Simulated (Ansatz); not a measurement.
A relaxation computed with Ansatz, from input to last step.

```yaml
crystal:
  lattice:
    - [5.194904041, -5.194904041, -5.194904041]
    - [-5.194904041, 5.194904041, -5.194904041]
    - [5.194904041, 5.194904041, 5.194904041]
  atoms:
    - { symbol: Sr, position: [0.75, 0.25, 0.5] }
    - { symbol: Sr, position: [0.75, 0.0, 0.75] }
    - { symbol: Sr, position: [0.5, 0.5, 0.5] }
    - { symbol: Sr, position: [0.75, 0.75, 0.0], spin: 0.111 }
    - { symbol: Sr, position: [0.5, 0.25, 0.75] }
    - { symbol: Sr, position: [0.75, 0.5, 0.25] }
    - { symbol: Sr, position: [0.5, 0.0, 0.0] }
    - { symbol: Sr, position: [0.25, 0.75, 0.5] }
    - { symbol: Sr, position: [0.25, 0.5, 0.75] }
    - { symbol: Sr, position: [0.5, 0.75, 0.25] }
    - { symbol: Sr, position: [0.0, 0.0, 0.5], spin: 0.111 }
    - { symbol: Sr, position: [0.25, 0.25, 0.0] }
    - { symbol: Sr, position: [0.25, 0.0, 0.25], spin: 0.111 }
    - { symbol: Sr, position: [0.0, 0.75, 0.75] }
    - { symbol: Sr, position: [0.0, 0.5, 0.0] }
    - { symbol: Sr, position: [0.0, 0.25, 0.25], spin: 0.111 }
    - { symbol: O, position: [0.0, 0.25, 0.75] }
    - { symbol: O, position: [0.0, 0.0, 0.0], spin: 0.111 }
    - { symbol: O, position: [0.75, 0.5, 0.75] }
    - { symbol: O, position: [0.0, 0.75, 0.25], spin: 0.111 }
    - { symbol: O, position: [0.75, 0.25, 0.0] }
    - { symbol: O, position: [0.0, 0.5, 0.5] }
    - { symbol: O, position: [0.75, 0.0, 0.25], spin: 0.111 }
    - { symbol: O, position: [0.5, 0.75, 0.75] }
    - { symbol: O, position: [0.5, 0.5, 0.0] }
    - { symbol: O, position: [0.75, 0.75, 0.5] }
    - { symbol: O, position: [0.25, 0.0, 0.75] }
    - { symbol: O, position: [0.5, 0.25, 0.25] }
    - { symbol: O, position: [0.5, 0.0, 0.5] }
    - { symbol: O, position: [0.25, 0.75, 0.0] }
    - { symbol: O, position: [0.25, 0.5, 0.25] }
    - { symbol: O, position: [0.25, 0.25, 0.5], spin: 0.111 }
    - { symbol: H, position: [0.0, 0.0, 0.25], spin: 0.111 }
  host:
    lattice:
      - [0.0, 2.5974520205, 2.5974520205]
      - [2.5974520205, 0.0, 2.5974520205]
      - [2.5974520205, 2.5974520205, 0.0]
    atoms:
      - { symbol: Sr, position: [0.5, 0.5, 0.5] }
      - { symbol: O, position: [0.0, 0.0, 0.0] }
basis:
  ecutwfc: 420
  xc_grid: 2
kpoints:
  mp_grid: { grid: [2, 2, 2], shift: [0.5, 0.5, 0.5] }
hamiltonian:
  xc: pbe
scf:
  occupations: { method: gaussian, width: 0.01 }
output:
  forces: true
  stress: false
  eigenvalues: true
  populations: true
  charged_corrections:
    defect_position: [0.0, 0.0, 0.25]
    epsilon: [[20.9683, 0.0, 0.0], [0.0, 20.9683, 0.0], [0.0, 0.0, 20.9683]]
  write_density: true
  write_potential: true
  elf: true
  volumetric_format: npy
magnetization:
  spin_polarized: true
relax:
  adjacent_minimum: "off"
  f_tol: 0.025
  max_steps: 45
```

```bash
ansatz run input.yaml --threads 4 --pin off --max-ram 6144MiB --backend cpu --events-out ev --progress --plain --runs-dir out
```

All numbers below come from Ansatz, DFT PBE, scalar-relativistic, plane waves, PAW.

The cell holds a point defect: H interstitial, neutral.

Of 4 frames 4 are shown, positions in Å and forces in eV/Å; the SCF threshold varies from step to step. The mark taken_back stands on steps that the optimiser undid.

```xyz
33
Lattice="5.1949 -5.1949 -5.1949 -5.1949 5.1949 -5.1949 5.1949 5.1949 5.1949" Properties=species:S:1:pos:R:3:forces:R:3 pbc="T T T" step=1 free_energy_over_end_meV_per_atom=2.66
Sr    5.1949    0.0000   -2.5975    0.0061    0.0311   -0.0061
Sr    7.7924    0.0000    0.0000   -0.0311    0.0061    0.0061
Sr    2.5975    2.5975   -2.5975   -0.0061   -0.0061   -0.0311
Sr    0.0000    0.0000   -7.7924   -0.1487   -0.1487    0.1487
Sr    5.1949    2.5975    0.0000    0.0311   -0.0061    0.0061
Sr    2.5975    0.0000   -5.1949   -0.0061    0.0061    0.0311
Sr    2.5975   -2.5975   -2.5975   -0.0311   -0.0061   -0.0061
Sr    0.0000    5.1949   -2.5975    0.0311    0.0061   -0.0061
Sr    2.5975    5.1949    0.0000   -0.0061    0.0311    0.0061
Sr    0.0000    2.5975   -5.1949    0.0061   -0.0061    0.0311
Sr    2.5975    2.5975    2.5975    0.1487    0.1487    0.1487
Sr    0.0000    0.0000   -2.5975    0.0061    0.0061   -0.0311
Sr    2.5975    0.0000    0.0000    0.1487   -0.1487   -0.1487
Sr    0.0000    7.7924    0.0000    0.0061   -0.0311    0.0061
Sr   -2.5975    2.5975   -2.5975   -0.0061   -0.0311   -0.0061
Sr    0.0000    2.5975    0.0000   -0.1487    0.1487   -0.1487
O     2.5975    5.1949    2.5975   -0.0047    0.0479   -0.0047
O     0.0000    0.0000    0.0000   -0.2523   -0.2523   -0.2523
O     5.1949    2.5975   -2.5975    0.0047   -0.0479   -0.0047
O    -2.5975    5.1949   -2.5975    0.2523   -0.2523    0.2523
O     2.5975   -2.5975   -5.1949   -0.0479   -0.0047    0.0047
O     0.0000    5.1949    0.0000    0.0047    0.0479    0.0047
O     5.1949   -2.5975   -2.5975   -0.2523    0.2523    0.2523
O     2.5975    5.1949   -2.5975   -0.0479    0.0047   -0.0047
O     0.0000    0.0000   -5.1949    0.0047    0.0047    0.0479
O     2.5975    2.5975   -5.1949   -0.0047   -0.0047    0.0479
O     5.1949    2.5975    2.5975    0.0479   -0.0047   -0.0047
O     2.5975    0.0000   -2.5975   -0.0047    0.0047   -0.0479
O     5.1949    0.0000    0.0000    0.0479    0.0047    0.0047
O    -2.5975    2.5975   -5.1949   -0.0047   -0.0479    0.0047
O     0.0000    2.5975   -2.5975    0.0047   -0.0047   -0.0479
O     2.5975    2.5975    0.0000    0.2523    0.2523   -0.2523
H     1.2987    1.2987    1.2987    0.0000    0.0000    0.0000
33
Lattice="5.1949 -5.1949 -5.1949 -5.1949 5.1949 -5.1949 5.1949 5.1949 5.1949" Properties=species:S:1:pos:R:3:forces:R:3 pbc="T T T" step=2 free_energy_over_end_meV_per_atom=2.98 taken_back
Sr    5.1888    0.0417   -2.5914   -0.0096   -0.2731    0.0096
Sr    7.7507   -0.0061   -0.0061    0.2731   -0.0096   -0.0096
Sr    2.6035    2.6035   -2.6391    0.0096    0.0096    0.2731
Sr   -0.0192   -0.0192   -7.7732   -0.0193   -0.0193    0.0193
Sr    5.2366    2.6035   -0.0061   -0.2731    0.0096   -0.0096
Sr    2.6035   -0.0061   -5.1532    0.0096   -0.0096   -0.2731
Sr    2.5558   -2.5914   -2.5914    0.2731    0.0096    0.0096
Sr    0.0417    5.1888   -2.5914   -0.2731   -0.0096    0.0096
Sr    2.6035    5.2366   -0.0061    0.0096   -0.2731   -0.0096
Sr   -0.0061    2.6035   -5.1532   -0.0096    0.0096   -0.2731
Sr    2.6166    2.6166    2.6166    0.0193    0.0193    0.0193
Sr   -0.0061   -0.0061   -2.6391   -0.0096   -0.0096    0.2731
Sr    2.6166   -0.0192   -0.0192    0.0193   -0.0193   -0.0193
Sr   -0.0061    7.7507   -0.0061   -0.0096    0.2731   -0.0096
Sr   -2.5914    2.5558   -2.5914    0.0096    0.2731    0.0096
Sr   -0.0192    2.6166   -0.0192   -0.0193    0.0193   -0.0193
O     2.5906    5.2035    2.5906   -0.0207   -0.0803   -0.0207
O    -0.0846   -0.0846   -0.0846    0.1680    0.1680    0.1680
O     5.2017    2.5888   -2.6043    0.0207    0.0803   -0.0207
O    -2.5128    5.1103   -2.5128   -0.1680    0.1680   -0.1680
O     2.5888   -2.6043   -5.1881    0.0803   -0.0207    0.0207
O     0.0068    5.2035    0.0068    0.0207   -0.0803    0.0207
O     5.1103   -2.5128   -2.5128    0.1680   -0.1680   -0.1680
O     2.5888    5.2017   -2.6043    0.0803    0.0207   -0.0207
O     0.0068    0.0068   -5.1863    0.0207    0.0207   -0.0803
O     2.5906    2.5906   -5.1863   -0.0207   -0.0207   -0.0803
O     5.2035    2.5906    2.5906   -0.0803   -0.0207   -0.0207
O     2.5906    0.0068   -2.6061   -0.0207    0.0207    0.0803
O     5.2035    0.0068    0.0068   -0.0803    0.0207    0.0207
O    -2.6043    2.5888   -5.1881   -0.0207    0.0803    0.0207
O     0.0068    2.5906   -2.6061    0.0207   -0.0207    0.0803
O     2.6821    2.6821   -0.0846   -0.1680   -0.1680    0.1680
H     1.2987    1.2987    1.2987    0.0000    0.0000    0.0000
33
Lattice="5.1949 -5.1949 -5.1949 -5.1949 5.1949 -5.1949 5.1949 5.1949 5.1949" Properties=species:S:1:pos:R:3:forces:R:3 pbc="T T T" step=3 free_energy_over_end_meV_per_atom=0.21
Sr    5.1931    0.0061   -2.5957    0.0289    0.0216   -0.0289
Sr    7.7863   -0.0018   -0.0018   -0.0216    0.0289    0.0289
Sr    2.5992    2.5992   -2.6035   -0.0289   -0.0289   -0.0216
Sr   -0.0218   -0.0218   -7.7705    0.0187    0.0187   -0.0187
Sr    5.2010    2.5992   -0.0018    0.0216   -0.0289    0.0289
Sr    2.5992   -0.0018   -5.1888   -0.0289    0.0289    0.0216
Sr    2.5914   -2.5957   -2.5957   -0.0216   -0.0289   -0.0289
Sr    0.0061    5.1931   -2.5957    0.0216    0.0289   -0.0289
Sr    2.5992    5.2010   -0.0018   -0.0289    0.0216    0.0289
Sr   -0.0018    2.5992   -5.1888    0.0289   -0.0289    0.0216
Sr    2.6193    2.6193    2.6193   -0.0187   -0.0187   -0.0187
Sr   -0.0018   -0.0018   -2.6035    0.0289    0.0289   -0.0216
Sr    2.6193   -0.0218   -0.0218   -0.0187    0.0187    0.0187
Sr   -0.0018    7.7863   -0.0018    0.0289   -0.0216    0.0289
Sr   -2.5957    2.5914   -2.5957   -0.0289   -0.0216   -0.0289
Sr   -0.0218    2.6193   -0.0218    0.0187   -0.0187    0.0187
O     2.5951    5.2065    2.5951    0.0023   -0.0714    0.0023
O    -0.0411   -0.0411   -0.0411   -0.0181   -0.0181   -0.0181
O     5.1973    2.5859   -2.5998   -0.0023    0.0714    0.0023
O    -2.5564    5.1538   -2.5564    0.0181   -0.0181    0.0181
O     2.5859   -2.5998   -5.1926    0.0714    0.0023   -0.0023
O     0.0024    5.2065    0.0024   -0.0023   -0.0714   -0.0023
O     5.1538   -2.5564   -2.5564   -0.0181    0.0181    0.0181
O     2.5859    5.1973   -2.5998    0.0714   -0.0023    0.0023
O     0.0024    0.0024   -5.1834   -0.0023   -0.0023   -0.0714
O     2.5951    2.5951   -5.1834    0.0023    0.0023   -0.0714
O     5.2065    2.5951    2.5951   -0.0714    0.0023    0.0023
O     2.5951    0.0024   -2.6090    0.0023   -0.0023    0.0714
O     5.2065    0.0024    0.0024   -0.0714   -0.0023   -0.0023
O    -2.5998    2.5859   -5.1926    0.0023    0.0714   -0.0023
O     0.0024    2.5951   -2.6090   -0.0023    0.0023    0.0714
O     2.6385    2.6385   -0.0411    0.0181    0.0181   -0.0181
H     1.2987    1.2987    1.2987    0.0000    0.0000    0.0000
33
Lattice="5.1949 -5.1949 -5.1949 -5.1949 5.1949 -5.1949 5.1949 5.1949 5.1949" Properties=species:S:1:pos:R:3:forces:R:3 pbc="T T T" step=4 free_energy_over_end_meV_per_atom=0.00
Sr    5.1947    0.0072   -2.5972    0.0035   -0.0025   -0.0035
Sr    7.7852   -0.0002   -0.0002    0.0025    0.0035    0.0035
Sr    2.5977    2.5977   -2.6046   -0.0035   -0.0035    0.0025
Sr   -0.0200   -0.0200   -7.7723    0.0012    0.0012   -0.0012
Sr    5.2021    2.5977   -0.0002   -0.0025   -0.0035    0.0035
Sr    2.5977   -0.0002   -5.1877   -0.0035    0.0035   -0.0025
Sr    2.5903   -2.5972   -2.5972    0.0025   -0.0035   -0.0035
Sr    0.0072    5.1947   -2.5972   -0.0025    0.0035   -0.0035
Sr    2.5977    5.2021   -0.0002   -0.0035   -0.0025    0.0035
Sr   -0.0002    2.5977   -5.1877    0.0035   -0.0035   -0.0025
Sr    2.6175    2.6175    2.6175   -0.0012   -0.0012   -0.0012
Sr   -0.0002   -0.0002   -2.6046    0.0035    0.0035    0.0025
Sr    2.6175   -0.0200   -0.0200   -0.0012    0.0012    0.0012
Sr   -0.0002    7.7852   -0.0002    0.0035    0.0025    0.0035
Sr   -2.5972    2.5903   -2.5972   -0.0035    0.0025   -0.0035
Sr   -0.0200    2.6175   -0.0200    0.0012   -0.0012    0.0012
O     2.5936    5.1951    2.5936   -0.0014   -0.0043   -0.0014
O    -0.0465   -0.0465   -0.0465   -0.0030   -0.0030   -0.0030
O     5.1988    2.5973   -2.6013    0.0014    0.0043   -0.0014
O    -2.5509    5.1484   -2.5509    0.0030   -0.0030    0.0030
O     2.5973   -2.6013   -5.1910    0.0043   -0.0014    0.0014
O     0.0039    5.1951    0.0039    0.0014   -0.0043    0.0014
O     5.1484   -2.5509   -2.5509   -0.0030    0.0030    0.0030
O     2.5973    5.1988   -2.6013    0.0043    0.0014   -0.0014
O     0.0039    0.0039   -5.1947    0.0014    0.0014   -0.0043
O     2.5936    2.5936   -5.1947   -0.0014   -0.0014   -0.0043
O     5.1951    2.5936    2.5936   -0.0043   -0.0014   -0.0014
O     2.5936    0.0039   -2.5976   -0.0014    0.0014    0.0043
O     5.1951    0.0039    0.0039   -0.0043    0.0014    0.0014
O    -2.6013    2.5973   -5.1910   -0.0014    0.0043    0.0014
O     0.0039    2.5936   -2.5976    0.0014   -0.0014    0.0043
O     2.6440    2.6440   -0.0465    0.0030    0.0030   -0.0030
H     1.2987    1.2987    1.2987    0.0000    0.0000    0.0000
```

Time: 100 s on 4 threads of Arm Neoverse V1, on a shared host, peak memory 1.9 GiB.